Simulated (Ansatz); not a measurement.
Input and output of a single-point calculation on BN (wurtzite) (the PAW code Ansatz, r2SCAN). The cell was relaxed with r2SCAN and then strained (xy shear, engineering strain (angle) +2.0 %), with the atoms relaxed again with r2SCAN; k points keep the names of the unstrained zone.

The input:
```yaml
crystal:
  lattice:
    - [2.5439499987, 0.0254395, 0.0]
    - [-1.2499437461, 2.1904055749, 0.0]
    - [0.0, 0.0, 4.2078153394]
  atoms:
    - { symbol: B, position: [0.3337568955, 0.6667173932, 0.000214447] }
    - { symbol: B, position: [0.6662431045, 0.3332826068, 0.500214447] }
    - { symbol: "N", position: [0.3319058873, 0.6667557654, 0.374785553] }
    - { symbol: "N", position: [0.6680941127, 0.3332442346, 0.874785553] }
kpoints:
  mp_grid: { grid: [12, 12, 6] }
  band_path:
    path:
      - [0.0, 0.0, 0.0]
      - [0.5, 0.0, 0.0]
      - [0.3333333333, 0.3333333333, 0.0]
      - [0.0, 0.0, 0.5]
      - [0.5, 0.0, 0.5]
      - [0.3333333333, 0.3333333333, 0.5]
      - [0.1, 0.0, 0.0]
    npoints: 1
hamiltonian:
  xc: r2scan
scf:
  occupations: { method: fixed }
  n_extra_bands: 5
output:
  forces: true
  stress: true
  eigenvalues: true
```

Main lines of the log:
```
Pseudopotential: B, paw, valence charge 3, recommended cutoff 500 eV (meta_gga)
Pseudopotential: N, paw, valence charge 5, recommended cutoff 500 eV (meta_gga)
Functional definition: r2SCAN
Crystal: 4 atoms, lattice volume = 23.581 Å³
Basis set: ecut = 500 eV, 593 PW (Γ)
Bands: 13, of which v1, the nominal top of the filled ones, is band 8 counted from 1 (7 counted from 0)
Symmetry: 2 space group operations
Space group: P21 (ITA 4)
k-points: 296 of 864 (time reversal used)
SCF iter   1: HF=-1087.734928 eV  Δρ=1.03e-2  dr2=1.63e-2
preconditioner: auto → none  [insulator: Δε(μ)=5.657 eV  ℏωp=30.6 eV]
SCF iter   2: HF=-1087.923376 eV  Δρ=6.40e-3  dr2=3.88e-3
SCF iter   3: HF=-1087.923772 eV  Δρ=4.24e-4  dr2=1.96e-5
SCF iter   4: HF=-1087.923792 eV  Δρ=9.78e-5  dr2=7.52e-7
SCF iter   5: HF=-1087.923792 eV  Δρ=1.85e-5  dr2=5.16e-8
SCF iter   6: HF=-1087.923792 eV  Δρ=8.78e-6  dr2=1.29e-8
SCF 1 converged in 6 iterations: F = -1087.923792 eV  dr2 = 1.29e-8
SCF converged after 6 iterations
Free energy (F): -1087.923792 eV
Fermi energy:    11.275908 eV
--- Forces (eV/Å), atoms counted from 1 ---
  atom   1  B     -0.00014    -0.00011      0.00001
  atom   2  B       0.00014      0.00011      0.00001
  atom   3  N     -0.00037    -0.00005      0.00001
  atom   4  N       0.00037      0.00005      0.00001
--- Stress (GPa, compression-positive) ---
        0.086375      -8.415954       0.000000
       -8.415955       0.280129       0.000000
        0.000000       0.000000      -0.038434
  P = ⅓ Tr σ = 0.1094 GPa (1.094 kbar)
```

Levels at the listed points, from bands.tsv (eV from the Fermi energy, bands near the gap, counted from 0):
```tsv
# k_distance	band_3	band_4	band_5	band_6	band_7	band_8	band_9	band_10	band_11
# fermi_ev = 11.275908
# [0, 0, 0] at k_distance = 0.000000
# [0.5, 0, 0] at k_distance = 1.413781
# [0.3333333333, 0.3333333333, 0] at k_distance = 2.244289
# [0, 0, 0.5] at k_distance = 4.039410
# [0.5, 0, 0.5] at k_distance = 5.453191
# [0.3333333333, 0.3333333333, 0.5] at k_distance = 6.283699
# [0.1, 0, 0] at k_distance = 7.867239
# levels_relative_to = fermi_ev
0.000	-2.378	-2.188	-0.347	-0.148	0.000	8.825	9.150	9.261	10.245
1.414	-8.236	-7.376	-5.061	-4.625	-2.098	7.579	8.642	11.522	12.459
2.244	-7.674	-7.570	-5.764	-5.712	-5.638	5.676	14.345	14.417	14.662
4.039	-6.040	-1.380	-1.380	-1.207	-1.207	10.010	10.010	10.581	10.581
5.453	-10.542	-3.853	-3.853	-3.780	-3.780	7.276	7.276	10.760	10.760
6.284	-9.302	-8.054	-8.054	-3.227	-3.227	9.968	9.968	10.890	10.890
7.867	-3.401	-2.587	-0.991	-0.578	-0.227	8.723	9.557	9.608	10.845
```
In order the rows are Γ, M, K, A, L, H, Γ–M (0.20).

r2SCAN gives an indirect gap of 5.68 eV, from Γ to K; the least direct gap is 8.82 eV at Γ. (Of the valleys that strain may split, one alone was solved off the mesh, so this is an upper bound.) At this geometry r2SCAN finds +0.11 GPa, compression counted positive: its own equilibrium volume is larger.

Calculated for a static, non-magnetic cell.
